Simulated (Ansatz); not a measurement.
Crystal: GaN.

```
Ga N
1.0
     0.00000    2.13524    2.13524
     2.13524    0.00000    2.13524
     2.13524    2.13524    0.00000
Ga N
1 1
Direct
  0.00000 0.00000 0.00000
  0.50000 0.50000 0.50000
```

Measurements of this composition are mostly on another form, of space group No. 186.

- Program: Ansatz 0.2.0
- Task: relaxation of cell and atoms
- Functional: HF
- Potentials or basis: Ansatz PAW
- Cutoff: 420 eV (not typed: the program's choice for these potentials)
- k mesh: 6 × 6 × 6
- Occupations: fermi-dirac, width 0.05 eV
- Spin: no spin polarisation

At the start: volume 9.74 Å³/atom.

Problem. Where does the relaxation end?

Solution. It ends after 7 steps and the volume is 9.26 Å³/atom (-4.9 %); space group Fm-3m (No. 225, to 0.05 Å).

The path:
| step | energy change (eV) | largest force (eV/Å) | volume (Å³) |
| --- | --- | --- | --- |
| 1 | 0.0000 | 0.0000 | 19.47 |
| 2 | -0.0410 | 0.0000 | 18.72 |
| 3 | -0.0436 | 0.0000 | 18.51 |
| 4 | -0.0435 | 0.0000 | 18.53 |
| 5 | -0.0399 | 0.0000 | 18.53 |
| 6 | -0.0400 | 0.0000 | 18.52 |
| 7 | -0.0400 | 0.0000 | 18.52 |

Final structure:
```xyz
2
Lattice="0.0000 2.1000 2.1000 2.1000 0.0000 2.1000 2.1000 2.1000 0.0000" Properties=species:S:1:pos:R:3 pbc="T T T"
Ga    0.0000    0.0000    0.0000
N     2.1000    2.1000    2.1000
```

Caveat: the k mesh is coarse (spacing up to 0.42 Å⁻¹), so the values aren't converged, least of all with exact exchange; the plane-wave basis is chosen anew once the cell has moved, so the energies of steps on either side of that aren't comparable; the pressure holds a Pulay correction of +0.7 GPa for the finite cutoff; the PAW data sets come from PBE, with cores solved anew for the run's functional, which leaves a small shift of forces and pressure.
